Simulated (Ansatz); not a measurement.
Runs of Ansatz 0.2.0 on Pd. The structure is hexagonal, space group P6_3/mmc (No. 194). Conventional cell: a = 2.784 Å, b = 2.784 Å, c = 4.629 Å, α = 90.00°, β = 90.00°, γ = 120.00°. Pd (site symmetry -6m2) is surrounded by 12 Pd at 2.78 to 2.82 Å. This isn't the form of Pd at room conditions, which is fcc.

```tsv
task	level	spin	cell	k mesh	cutoff (eV)	points for each segment of the path	atoms under strain	gap on the mesh (eV)	pressure (GPa)	relaxed volume (Å³/atom)
band structure	LDA	off	as given	11 × 11 × 6	420	14	-	none	-15.6	-
phonons	LDA	off	as given	8 × 8 × 5	420	-	-	none	-	-
band structure	PBEsol	SOC, no magnetisation	as given	8 × 8 × 5	420	14	-	none	-10.2	-
elastic constants	PBEsol	off	as given	8 × 8 × 5	420	-	relaxed	none	-10.2	-
relaxation of cell and atoms	RPBE	off	relaxed	11 × 11 × 6	420	-	-	none	0.0	15.85
relaxation of cell and atoms	revPBE+D4	off	relaxed	11 × 11 × 6	420	-	-	none	0.0	14.96
band structure	r2SCAN	SOC, no magnetisation	as given	8 × 8 × 5	500	14	-	none	(a)	-
band structure	RPBE	off	as given	11 × 11 × 6	420	14	-	none	(b)	-
```

Alike in all rows: potentials or basis Ansatz PAW; smearing fermi-dirac 0.05 eV.

Task: Estimate the missing entries.

Result: (a) -5.6; (b) 3.1.

Caveats: the PAW data sets come from PBE, with cores solved anew for the run's functional, which leaves a small shift of forces and pressure; the plane-wave basis is chosen anew once the cell has moved, so the energies of steps on either side of that aren't comparable (some runs); so large a pressure means that the cell lies far from this level's equilibrium, or that cutoff or potentials fall short (some runs); the cell is more than 3 GPa from zero pressure, which shifts response properties (some runs); elastic constants of metals need much finer meshes, so these are rough (some runs); pairwise dispersion overbinds metals, which lowers pressure and volume (some runs).

A k mesh can miss the band edges, and rows without SOC leave out spin-orbit coupling on Pd.

A gap of «none» marks a metal or a gap under the smearing width.

Runs at the PBE level aren't shown here.
